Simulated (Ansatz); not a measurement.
**SiC: how the settings move a single-point run**

How sensitive is a single-point run of SiC to its settings? A reference run comes first, then six runs with altered input. The cell is built on a prototype (rocksalt) and needn't be the phase found in nature.

Method: reference: DFT, PBE, plane waves, PAW, in Ansatz 0.2.0.

1 further run of the same task is left out (it didn't finish).

**1. The structure to begin with**

The structure is cubic, space group Fm-3m (No. 225). Conventional cell: a = 4.028 Å, b = 4.028 Å, c = 4.028 Å, α = 90.00°, β = 90.00°, γ = 90.00°. Si (site symmetry m-3m) has 6 C at 2.01 Å as nearest neighbours. C (site symmetry m-3m) is surrounded by 6 Si at 2.01 Å.

As a file:

```cif
data_structure
_symmetry_space_group_name_H-M 'Fm-3m'
_symmetry_Int_Tables_number 225
_cell_length_a 4.0277
_cell_length_b 4.0277
_cell_length_c 4.0277
_cell_angle_alpha 90.000
_cell_angle_beta 90.000
_cell_angle_gamma 90.000
_cell_volume 65.34
loop_
_atom_site_label
_atom_site_type_symbol
_atom_site_symmetry_multiplicity
_atom_site_Wyckoff_symbol
_atom_site_fract_x
_atom_site_fract_y
_atom_site_fract_z
_atom_site_occupancy
Si1 Si 4 a 0.00000 0.00000 0.00000 1
C1 C 4 b 0.50000 0.00000 0.00000 1
```

**2. The reference run**

Contents of input.yaml:

```yaml
crystal:
  lattice:
    - [0.0, 2.0138689999, 2.0138689999]
    - [2.0138689999, 0.0, 2.0138689999]
    - [2.0138689999, 2.0138689999, 0.0]
  atoms:
    - { symbol: Si, position: [0.0, 0.0, 0.0] }
    - { symbol: C, position: [0.5, 0.5, 0.5] }
kpoints:
  mp_grid: { grid: [8, 8, 8] }
hamiltonian:
  xc: pbe
scf:
  occupations: { method: fermi_dirac, width: 0.02 }
  n_extra_bands: 4
output:
  forces: true
  stress: true
  eigenvalues: true
```

Launch:

```bash
> ansatz run input.yaml --threads 4 --pin off --max-ram 3686MiB --backend cpu --events-out ev --progress --plain --runs-dir out
```

**3. Variant: ecutrho_ratio 8**

Edit input.yaml of step 2 so:

```diff
@@ -15,2 +15,3 @@
   n_extra_bands: 4
+  max_iter: 100
 output:
@@ -19 +20,3 @@
   eigenvalues: true
+basis:
+  ecutrho_ratio: 8
```

**4. Variant: preconditioner kerker**

Edit input.yaml of step 2 so:

```diff
@@ -15,2 +15,3 @@
   n_extra_bands: 4
+  mixing: { preconditioner: kerker }
 output:
```

**5. Variant: ecutwfc 600**

Edit input.yaml of step 2 so:

```diff
@@ -19 +19,3 @@
   eigenvalues: true
+basis:
+  ecutwfc: 600
```

**6. A run with other settings**

Edit input.yaml of step 2 so:

```diff
@@ -15,2 +15,3 @@
   n_extra_bands: 4
+  max_iter: 94
 output:
@@ -19 +20,4 @@
   eigenvalues: true
+magnetization:
+  spin_polarized: true
+  initial_magnetization: 2.0
```

**8. A further run, with the input changed**

Edit input.yaml of step 2 so:

```diff
@@ -15,2 +15,3 @@
   n_extra_bands: 4
+  max_iter: 97
 output:
@@ -19 +20,4 @@
   eigenvalues: true
+magnetization:
+  spin_polarized: true
+  initial_magnetization: 6.0
```

**10. Changed: mixing.beta 0.05**

Edit input.yaml of step 2 so:

```diff
@@ -15,2 +15,4 @@
   n_extra_bands: 4
+  mixing: { beta: 0.05 }
+  max_iter: 82
 output:
```

(Steps that only read results are left out.)

Q: Predict the outcome of this session. Wanted: for each run, ending; energy change; pressure; gap; force.

**Answer**, as computed:

| run | ending | energy change | pressure (GPa) | gap (eV) | force (eV/Å) | cycles | time |
| --- | --- | --- | --- | --- | --- | --- | --- |
| reference | converged | 0 | 6.1 | 0.00 | 0.00 | 6 | 0.22 s |
| 1: ecutrho_ratio 8 | converged | 0.0 meV/atom | 6.1 | 0.00 | 0.00 | 6 | 0.25 s |
| 2: preconditioner kerker | converged | 0.0 meV/atom | 6.1 | 0.00 | 0.00 | 6 | 0.2 s |
| 3: ecutwfc 600 | converged | -1.4 meV/atom | 6.1 | 0.00 | 0.00 | 6 | 0.25 s |
| 4: spin_polarized true, initial_magnetization 2.0 | converged | 0.0 meV/atom | 6.1 | 0.00 | 0.00 | 16 | 0.44 s |
| 5: spin_polarized true, initial_magnetization 6.0 | converged | 0.0 meV/atom | 6.1 | 0.00 | 0.00 | 17 | 0.43 s |
| 6: mixing.beta 0.05 | converged | 0.0 meV/atom | 6.1 | 0.00 | 0.00 | 6 | 0.23 s |

Residual by cycle in the longest SCF loop of each run; runs are numbered as in the table. The quantity is the density residual dr2, in eV.

| cycle | reference | run 1 | run 2 | run 3 | run 4 | run 5 | run 6 |
| --- | --- | --- | --- | --- | --- | --- | --- |
| 1 | 0.0127 | 0.0127 | 0.0127 | 0.013 | 1.26 | 0.245 | 0.0127 |
| 2 | 0.00269 | 0.00269 | 7.9e-4 | 0.00269 | 1.69 | 2.52 | 0.00967 |
| 4 | 1.4e-7 | 1.5e-7 | 1.9e-6 | 1.3e-7 | 0.0191 | 0.0314 | 1.6e-5 |
| 5 | 3.5e-10 | 3.5e-10 | 2.2e-8 | 3.5e-10 | 2.4e-4 | 0.00965 | 2.9e-8 |
| 7 | - | - | - | - | 9.0e-5 | 2.1e-5 | - |
| 8 | - | - | - | - | 1.4e-5 | 5.3e-4 | - |
| 10 | - | - | - | - | 6.7e-5 | 0.0111 | - |
| 11 | - | - | - | - | 4.8e-6 | 0.00267 | - |
| 13 | - | - | - | - | 2.3e-8 | 8.0e-8 | - |
| 14 | - | - | - | - | 1.2e-9 | 7.0e-10 | - |
| 16 | - | - | - | - | 1.7e-13 | 1.8e-12 | - |
| 17 | - | - | - | - | - | 2.5e-14 | - |

Of the converged runs whose energies compare with the reference's, «ecutwfc 600» moves the energy most (-1.4 meV/atom).
